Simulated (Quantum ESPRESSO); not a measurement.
# MoS2 in Quantum ESPRESSO: work function with PBE

Aim: the work function of MoS2 with PBE.

All numbers are computed with Quantum ESPRESSO 7.5; they aren't measurements. Logs are shortened: lines on timing, memory, paths and dates and some standing lists are left out, and cuts for length are marked.

## (1) Starting point

The cell holds a slab with vacuum, 6 atoms: a = 3.171 Å, b = 3.171 Å, c = 24.172 Å, α = 90.00°, β = 90.00°, γ = 120.00°.

## (2) Work function, PBE

Contents of pw.in:

```
&CONTROL
  calculation = 'scf'
  prefix = 'pwscf'
  outdir = './tmp'
  pseudo_dir = './pseudo'
  tprnfor = .true.
  disk_io = 'low'
/
&SYSTEM
  ibrav = 0
  celldm(1) = 8
  nat = 6
  ntyp = 2
  ecutwfc = 80
  nbnd = 36
  occupations = 'smearing'
  smearing = 'fd'
  degauss = 0.00367493
/
&ELECTRONS
  conv_thr = 6d-09
  electron_maxstep = 150
  mixing_beta = 0.3
  mixing_mode = 'local-TF'
/
ATOMIC_SPECIES
S     32.0600 S.upf
Mo    95.9500 Mo.upf
CELL_PARAMETERS alat
  0.7490405449954   0.0000000000000   0.0000000000000
 -0.3745202724903   0.6486881404263   0.0000000000000
  0.0000000000000   0.0000000000000   5.7099255934396
ATOMIC_POSITIONS crystal
S      0.0000000000    0.0000000000    0.3102699348
Mo     0.6666666667    0.3333333333    0.3735132899
S      0.3333333333    0.6666666667    0.4367566449
S      0.6666666667    0.3333333333    0.5632433551
Mo     0.3333333333    0.6666666667    0.6264867101
S      0.0000000000    0.0000000000    0.6897300652
K_POINTS automatic
10 10 1 0 0 0
```

Contents of pp_density.in:

```
&INPUTPP
  prefix = 'pwscf'
  outdir = './tmp'
  filplot = 'density.dat'
  plot_num = 0
/
&PLOT
  nfile = 1
  filepp(1) = 'density.dat'
  iflag = 3
  output_format = 6
  fileout = 'density.cube'
/
```

Contents of pp_potential.in:

```
&INPUTPP
  prefix = 'pwscf'
  outdir = './tmp'
  filplot = 'potential.dat'
  plot_num = 11
/
&PLOT
  nfile = 1
  filepp(1) = 'potential.dat'
  iflag = 3
  output_format = 6
  fileout = 'potential.cube'
/
```

Contents of pp_elf.in:

```
&INPUTPP
  prefix = 'pwscf'
  outdir = './tmp'
  filplot = 'elf.dat'
  plot_num = 8
/
&PLOT
  nfile = 1
  filepp(1) = 'elf.dat'
  iflag = 3
  output_format = 6
  fileout = 'elf.cube'
/
```

Potentials or basis: PseudoDojo 0.4.1 SR PBE standard.

On the command line:

```bash
$ OMP_NUM_THREADS=1 pw.x -in pw.in > pw.out
$ OMP_NUM_THREADS=1 pp.x -in pp_density.in > pp_density.out
$ OMP_NUM_THREADS=1 pp.x -in pp_potential.in > pp_potential.out
$ OMP_NUM_THREADS=1 pp.x -in pp_elf.in > pp_elf.out
```

pw.out:

```text
This program is part of the open-source Quantum ESPRESSO suite
     for quantum simulation of materials; please cite
[... 9 lines left out ...]
     --------------------
     sticks:   dense  smooth     PW     G-vecs:    dense   smooth      PW
     Sum         793     793    223               137145   137145   20989

     Using Slab Decomposition

     bravais-lattice index     =            0
     lattice parameter (alat)  =       8.0000  a.u.
     unit-cell volume          =    1420.5015 (a.u.)^3
     number of atoms/cell      =            6
     number of atomic types    =            2
     number of electrons       =        52.00
     number of Kohn-Sham states=           36
     kinetic-energy cutoff     =      80.0000  Ry
     charge density cutoff     =     320.0000  Ry
     scf convergence threshold =      6.0E-09
     mixing beta               =       0.3000
     number of iterations used =            8  local-TF  mixing
     Exchange-correlation= PBE
                           (   1   4   3   4   0   0   0)

     celldm(1)=   8.000000  celldm(2)=   0.000000  celldm(3)=   0.000000
     celldm(4)=   0.000000  celldm(5)=   0.000000  celldm(6)=   0.000000

     crystal axes: (cart. coord. in units of alat)
               a(1) = (   0.749041   0.000000   0.000000 )
               a(2) = (  -0.374520   0.648688   0.000000 )
               a(3) = (   0.000000   0.000000   5.709926 )

     reciprocal axes: (cart. coord. in units 2 pi/alat)
               b(1) = (  1.335041  0.770786 -0.000000 )
               b(2) = (  0.000000  1.541573  0.000000 )
               b(3) = (  0.000000 -0.000000  0.175134 )

     PseudoPot. # 1 for S  read from file:
     S.upf
     Pseudo is Norm-conserving + core correction, Zval =  6.0
     Generated using ONCVPSP code by D. R. Hamann
     Using radial grid of 1146 points,  6 beta functions with:
                l(1) =   0
                l(2) =   0
                l(3) =   1
                l(4) =   1
                l(5) =   2
                l(6) =   2

     PseudoPot. # 2 for Mo read from file:
     Mo.upf
     Pseudo is Norm-conserving + core correction, Zval = 14.0
     Generated using ONCVPSP code by D. R. Hamann
     Using radial grid of 1640 points,  6 beta functions with:
                l(1) =   0
                l(2) =   0
                l(3) =   1
                l(4) =   1
                l(5) =   2
                l(6) =   2

     atomic species   valence    mass     pseudopotential
     S                 6.00    32.06000     S ( 1.00)
     Mo               14.00    95.95000     Mo( 1.00)

     12 Sym. Ops., with inversion, found

   Cartesian axes

     site n.     atom                  positions (alat units)
         1        S      tau(   1) = (   0.0000000   0.0000000   1.7716182  )
         2        Mo     tau(   2) = (   0.3745203   0.2162294   2.1327331  )
         3        S      tau(   3) = (  -0.0000000   0.4324588   2.4938479  )
         4        S      tau(   4) = (   0.3745203   0.2162294   3.2160776  )
         5        Mo     tau(   5) = (  -0.0000000   0.4324588   3.5771925  )
         6        S      tau(   6) = (   0.0000000   0.0000000   3.9383074  )

     number of k points=    14  Fermi-Dirac smearing, width (Ry)=  0.0037
                       cart. coord. in units 2pi/alat
        k(    1) = (   0.0000000   0.0000000   0.0000000), wk =   0.0200000
        k(    2) = (   0.0000000   0.1541573   0.0000000), wk =   0.1200000
        k(    3) = (   0.0000000   0.3083146   0.0000000), wk =   0.1200000
        k(    4) = (   0.0000000   0.4624718   0.0000000), wk =   0.1200000
        k(    5) = (   0.0000000   0.6166291   0.0000000), wk =   0.1200000
        k(    6) = (   0.0000000  -0.7707864   0.0000000), wk =   0.0600000
        k(    7) = (   0.1335041   0.2312359   0.0000000), wk =   0.1200000
        k(    8) = (   0.1335041   0.3853932   0.0000000), wk =   0.2400000
        k(    9) = (   0.1335041   0.5395505   0.0000000), wk =   0.2400000
        k(   10) = (   0.1335041   0.6937078   0.0000000), wk =   0.2400000
        k(   11) = (   0.2670082   0.4624718   0.0000000), wk =   0.1200000
        k(   12) = (   0.2670082   0.6166291   0.0000000), wk =   0.2400000
        k(   13) = (   0.2670082   0.7707864   0.0000000), wk =   0.1200000
        k(   14) = (   0.4005124   0.6937078   0.0000000), wk =   0.1200000

     Dense  grid:   137145 G-vectors     FFT dimensions: (  36,  36, 270)

     Initial potential from superposition of free atoms

     starting charge      51.9970, renormalised to      52.0000

     negative rho (up, down):  2.745E-05 0.000E+00
     Starting wfcs are   36 randomized atomic wfcs

     Self-consistent Calculation

     iteration #  1     ecut=    80.00 Ry     beta= 0.30
     Davidson diagonalization with overlap
     ethr =  1.00E-02,  avg # of iterations =  6.3

     total energy              =    -369.70495045 Ry
     estimated scf accuracy    <       0.94856009 Ry

     iteration #  2     ecut=    80.00 Ry     beta= 0.30
     Davidson diagonalization with overlap
     ethr =  1.82E-03,  avg # of iterations =  1.0
[... 104 lines left out ...]
     total energy              =    -369.66797565 Ry
     estimated scf accuracy    <       0.00000001 Ry

     iteration # 16     ecut=    80.00 Ry     beta= 0.30
     Davidson diagonalization with overlap
     ethr =  2.62E-11,  avg # of iterations =  2.0

     End of self-consistent calculation

          k = 0.0000 0.0000 0.0000 ( 17237 PWs)   bands (ev):

   -58.6101 -58.6101 -32.6838 -32.6838 -32.6006 -32.6006 -32.6006 -32.6006
   -11.9313 -11.8006 -10.6516 -10.4505  -3.6340  -3.1354  -1.0160  -1.0160
    -1.0075  -1.0075  -0.2265   0.7646   2.1570   2.1570   2.1624   2.1624
     2.2353   2.8748   2.8748   2.8818   2.9255   2.9255   6.6104   6.6104
     6.6676   6.6676   7.7735   7.8775

          k = 0.0000 0.1542 0.0000 ( 17271 PWs)   bands (ev):
[... 25 lines left out ...]
   -58.5738 -58.5738 -32.9582 -32.9582 -32.6830 -32.6830 -32.6097 -32.6097
   -10.4089 -10.3367  -9.7786  -9.6941  -3.5282  -3.4199  -2.6093  -2.3190
    -1.5128  -1.1869  -1.0490  -1.0149   0.1088   0.2671   1.2044   1.3322
     1.3446   1.4196   4.1514   4.1760   4.5895   4.8048   6.6705   6.8753
     7.0780   7.5473   8.6980   9.0815

          k = 0.0000-0.7708 0.0000 ( 17118 PWs)   bands (ev):

   -58.5699 -58.5699 -32.9948 -32.9948 -32.6916 -32.6916 -32.6018 -32.6018
   -10.3326 -10.2883  -9.4790  -9.4264  -4.0067  -3.9157  -2.2273  -2.1273
    -1.8616  -1.6057  -1.1361  -1.1007   0.3216   0.3248   1.0615   1.2070
     1.4356   1.5408   4.2286   4.2293   4.9936   5.0964   6.7192   6.9404
     7.4818   7.8095   8.1509   8.5714

          k = 0.1335 0.2312 0.0000 ( 17211 PWs)   bands (ev):

   -58.5994 -58.5994 -32.7059 -32.7059 -32.6622 -32.6621 -32.6279 -32.6279
   -11.4633 -11.3334 -10.5192 -10.3508  -3.0785  -2.5877  -2.1051  -1.8707
    -0.8767  -0.8558   0.3550   0.3660   0.4309   0.6394   1.1651   1.4619
     2.2234   2.4736   3.5071   3.5835   3.6567   3.9744   5.9535   6.0665
     6.1478   6.2813   8.4058   8.5306
[... 51 lines left out ...]
   -58.5656 -58.5656 -32.9082 -32.9082 -32.8328 -32.8328 -32.5933 -32.5933
    -9.8313  -9.8054  -9.6663  -9.6453  -2.9502  -2.8731  -2.6447  -2.5612
    -1.9758  -1.9719  -1.2527  -0.9190  -0.7261  -0.7127  -0.4044  -0.1730
     3.4580   3.5310   3.5700   3.6910   4.3367   4.3555   5.8486   6.2397
     6.8961   7.2314  10.0542  10.2184

     the Fermi energy is     3.2284 ev

!    total energy              =    -369.66797563 Ry
     estimated scf accuracy    <          7.7E-10 Ry
     smearing contrib. (-TS)   =      -0.00087582 Ry
     internal energy E=F+TS    =    -369.66709981 Ry

     The total energy is F=E-TS. E is the sum of the following terms:
     one-electron contribution =   -2512.99114799 Ry
     hartree contribution      =    1263.47897788 Ry
     xc contribution           =     -66.83451729 Ry
     ewald contribution        =     946.67958759 Ry

     convergence has been achieved in  16 iterations

     Forces acting on atoms (cartesian axes, Ry/au):

     atom    1 type  1   force =    -0.00000000    0.00000000   -0.04332768
     atom    2 type  2   force =    -0.00000000   -0.00000000    0.00055938
     atom    3 type  1   force =     0.00000000    0.00000000    0.03971476
     atom    4 type  1   force =     0.00000000    0.00000000   -0.03971476
     atom    5 type  2   force =     0.00000000    0.00000000   -0.00055938
     atom    6 type  1   force =     0.00000000    0.00000000    0.04332768

     Total force =     0.083125     Total SCF correction =     0.000077

=------------------------------------------------------------------------------=
   JOB DONE.
=------------------------------------------------------------------------------=
```

pp_potential.out:

```text
This program is part of the open-source Quantum ESPRESSO suite
     for quantum simulation of materials; please cite
         "P. Giannozzi et al., J. Phys.:Condens. Matter 21 395502 (2009);
         "P. Giannozzi et al., J. Phys.:Condens. Matter 29 465901 (2017);
         "P. Giannozzi et al., J. Chem. Phys. 152 154105 (2020);
     in publications or presentations arising from this work. More details at

     IMPORTANT: XC functional enforced from input :
     Exchange-correlation= PBE
                           (   1   4   3   4   0   0   0)
     Any further DFT definition will be discarded
     Please, verify this is what you really want

     G-vector sticks info
     --------------------
     sticks:   dense  smooth     PW     G-vecs:    dense   smooth      PW
     Sum         793     793    223               137145   137145   20989

     Using Slab Decomposition

     Calling punch_plot, plot_num =  11
     Writing data to file  potential.dat
     Reading data from file  potential.dat

     Writing data to be plotted to file potential.cube
     Plot Type: 3D                     Output format: Gaussian cube

=------------------------------------------------------------------------------=
   JOB DONE.
=------------------------------------------------------------------------------=
```

Wall time 4.6 min (1 thread of Arm Neoverse V1, shared host); peak memory 0.35 GiB.

What came out:

| Property | Result |
| --- | --- |
| Free energy | -5029.5890 eV |
| Largest force | 1.114 eV/Å |
| Band gap on the k mesh | none (metal or under the smearing width) |
| Work function of the upper face | 5.07 eV |
| Work function of the lower face | 5.07 eV |

Forces on the atoms (eV/Å):
```
S    0.000  0.000 -1.114
Mo   0.000  0.000  0.014
S    0.000  0.000  1.021
S    0.000  0.000 -1.021
Mo   0.000  0.000 -0.014
S    0.000  0.000  1.114
```

Levels at points of the mesh, in eV from the Fermi level:
```tsv
k point	band 22	band 23	band 24	band 25	band 26	band 27	band 28	band 29	band 30	band 31
(0.00, 0.00, 0.00)	-1.07	-1.07	-1.07	-0.99	-0.35	-0.35	-0.35	-0.30	-0.30	3.38
(0.00, -0.50, 0.00)	-2.90	-2.17	-2.02	-1.79	-1.69	1.00	1.00	1.77	1.87	3.49
```

Caveat: the cell's inner coordinates are idealised or old, which leaves forces on the atoms.
